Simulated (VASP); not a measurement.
Here is a VASP 6.6.1 calculation.

File INCAR:

```
PREC = Accurate ; ENCUT = 520
EDIFF = 1E-7 ; ISMEAR = 0
SIGMA = 0.15 ; LREAL = F
LASPH = T ; NELM = 100
ALGO = Fast ; ISIF = 2
LWAVE = F ; LCHARG = F
GGA = PE ; NBANDS = 16
```

The input KPOINTS:

```
Automatic mesh
0
Gamma
  10 10 10
```

POSCAR

```
Si2Ni
1.0
   -0.0861321734      2.5839449978      2.5555398667
    2.7787321317     -0.1296141860      2.5990218793
    2.8026384701      2.6513333488     -0.1535205244
Si Ni
2 1
Direct
    0.2527574695      0.2505029946      0.2500259575
    0.7486843823      0.7499713683      0.7482142218
   -0.0014418517     -0.0004743628      0.0017598206
```

Potentials or basis: VASP PAW PBE potentials, release 64 (Si, Ni).

Command:

```bash
$ cat potpaw_PBE.64/Si/POTCAR potpaw_PBE.64/Ni/POTCAR > POTCAR
$ mpirun -np 1 vasp_std > vasp.out
```

Question: Estimate the pressure.

Answer: 1.6 GPa.

Question: Predict the band gap on the k mesh.

Answer: None (metal or under the smearing width).

Forces in eV/Å, atoms in the order of the input:
```
Si   0.494  0.243  0.136
Si  -0.451 -0.248 -0.191
Ni  -0.042  0.005  0.055
```

Spin polarisation is off, so any magnetic state and its effect on volume and gap are missing.
